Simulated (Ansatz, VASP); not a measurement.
## BAs in VASP and in Ansatz

```
B As
1.0
     0.00000    2.38850    2.38850
     2.38850    0.00000    2.38850
     2.38850    2.38850    0.00000
B As
1 1
Direct
  0.00000 0.00000 0.00000
  0.75000 0.75000 0.75000
```

Alike in both runs: task single point; functional LDA; k mesh 12 × 12 × 12; occupations gaussian, width 0.05 eV; no spin polarisation.

|  | VASP | Ansatz |
| --- | --- | --- |
| version | VASP 6.6.1 | Ansatz 0.2.0 |
| potentials or method | VASP PAW LDA potentials, release 64 (B, As) | scalar-relativistic, plane waves, PAW |
| plane-wave cutoff (eV) | 520 | 420 |
| valence electrons in the cell | 8 | 18 |

|  | VASP | Ansatz | Ansatz less VASP |
| --- | --- | --- | --- |
| gap on the k mesh at the Fermi level (eV) | 1.13 | 1.14 | +0.007 |
| least direct gap on the mesh (eV) | 3.25 | 3.25 | +0.004 |
| pressure (GPa) | -3.1 | -3.9 | -0.84 |

The two sets of potentials don't hold the same shells in valence.

A k mesh can miss the band edges.
